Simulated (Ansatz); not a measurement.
## Mo: energy less free atoms and pressure against volume scale

Results calculated with Ansatz 0.2.0, not measured. Periodic Kohn-Sham DFT of a crystal at fixed atoms, scaled to volume_scale times the given cell; pressure positive in compression, energy less spherical unpolarised free atoms, largest_vzz the field gradient of largest size among the nuclei.

The cell before it is scaled or strained (space group Fd-3m, No. 227):
```
cell vectors (Å)
   0.0000     2.8441     2.8441
   2.8441     0.0000     2.8441
   2.8441     2.8441     0.0000
atoms (fractions of the cell vectors)
Mo  0.00000  0.00000  0.00000
Mo  0.25000  0.25000  0.25000
```

Settings of every row: method all-electron LAPW; functional PBE; relativity scalar; k mesh 11x11x11; filling fermi-dirac; smearing width 0.05 eV; basis error target 0.25 meV/atom; nucleus gaussian.

Atom start moment: 0 on all atoms.

Limits: some atoms lie unusually close (a squeezed, shaken or made-up cell).

| row | volume scale | V (Å³/atom) | energy less free atoms (eV/atom) | pressure (GPa) |
| --- | --- | --- | --- | --- |
| 1 | 0.95 | 21.855 | -8.6742 | 5.994 |
| 2 | 0.975 | 22.431 | -8.6899 | 2.796 |
| 3 | 1 | 23.005 | ? | ? |
| 4 | 1.025 | 23.581 | -8.6901 | -2.51 |
| 5 | 1.05 | 24.156 | -8.6771 | -4.722 |

Question: what energy less free atoms and pressure should row 3 give?

Worked fit of energy less free atoms. Take u = (V_r/V)^(2/3) − 1 with V_r = 23.006 Å³ an atom, which is twice the finite (Eulerian) strain; such expansions in the strain, on which the Birch-Murnaghan equation of state is built, carry the rest volume and the bulk modulus. The shown rows have u = 0.03481, 0.01702, -0.01632, -0.032. Least squares give energy less free atoms = −8.69475 − 0.0049 × u + 17.094 × u² eV/atom; a straight line predicts inner rows, each left out in turn, worse (root mean square 0.011 against 4.5e-05 eV/atom). All shown rows lie on it to the printed digit. Its lowest point lies at u = 0.0001, or V = 23 Å³ an atom, and the curvature there gives the bulk modulus at fixed shape and fractions, B = (4/9)(1 + u)² E″(u)/V = 106 GPa. The withheld row has u = 3e-05, so the fit gives −8.69475 − 0.0049 × (3e-05) + 17.094 × (3e-05)² = -8.6948 eV/atom.

The calculation gave -8.6948 eV/atom. The fit meets it to the printed digit.

Worked fit of pressure. Take u = (V_r/V)^(2/3) − 1 with V_r = 23.006 Å³ an atom, which is twice the finite (Eulerian) strain; such expansions in the strain, on which the Birch-Murnaghan equation of state is built, carry the rest volume and the bulk modulus. The shown rows have u = 0.03481, 0.01702, -0.01632, -0.032. Least squares give pressure = −0.0207 + 159.22 × u + 387.57 × u² GPa; a straight line predicts inner rows, each left out in turn, worse (root mean square 0.25 against 0.014 GPa). The rows lie off it by 0.003, -0.005, 0.006, -0.003 (root mean square 0.0044 GPa). The pressure vanishes at u = 0.0001, or V = 23 Å³ an atom, and there the bulk modulus at fixed shape and fractions is B = −V dP/dV = (2/3)(1 + u) dP/du = 106 GPa. The withheld row has u = 3e-05, so the fit gives −0.0207 + 159.22 × (3e-05) + 387.57 × (3e-05)² = -0.016 GPa.

The calculation gave -0.016 GPa. The fit meets it to the printed digit.
